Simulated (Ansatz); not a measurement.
Reactions of C3H8MgO2, SMILES `CC(C)[O][Mg][OH]`.

Computed with Ansatz on PBE0-D4/def2-TZVP structures; ΔE is electronic, products minus reactants. CCSD(T)/CBS is the MP2 limit (def2-TZVPP, def2-QZVPP) plus CCSD(T) − MP2 in def2-TZVPP, frozen cores. This one scheme is used for every species, atoms too. For atomizations the MP2-based limit and the directly extrapolated one differ by several kJ/mol either way, and by 10 to 25 for some Ge, Se and Sn compounds, so smaller differences from it don't rank the levels. Open shells (•) are unrestricted, without spin–orbit coupling. Spin–orbit coupling would lower the free atoms: a little for C, O. Bonds to Ge, Mg are less sure, by a few kJ/mol each and by 10 to 20 or more in all where they break to atoms, as the def2 sets lack core-valence functions. Scalar relativity is left out up to krypton. Each species was taken in one conformer, which may not be the lowest.

(1) Order these by ΔE at CCSD(T)/CBS, lowest first. (An estimate is asked.)
A. `CC(C)[O][Mg][OH]` + `[CH3][Ge][F]` → `[CH3][Mg][OH]` + `CC(C)[O][Ge][F]`
B. `CC(C)[O][Mg][OH]` + H₂ → `CC(C)[O][MgH]` + H₂O
C. `CC(C)[O][Mg][OH]` → 3 C• + 8 H• + Mg (atom) + 2 O•
D. `CC(C)[O][Mg][OH]` + `BCBF` → `CC(C)[O][Mg][F]` + `BCBO`
E. `CC(C)[O][Mg][OH]` + `NB(O)Cl` → `[NH2][Mg][OH]` + `CC(C)OB(O)Cl`
F. `CC(C)[O][Mg][OH]` → `[OH][MgH]` + `CC(C)=O`

Largest T1 diagnostic: 0.014, for `CC(C)[O][Ge][F]`.

## Answers

(1) D (-53.1 kJ/mol), A (+7.4 kJ/mol), E (+43.7 kJ/mol), B (+96.4 kJ/mol), F (+190.2 kJ/mol), C (+5358.4 kJ/mol).
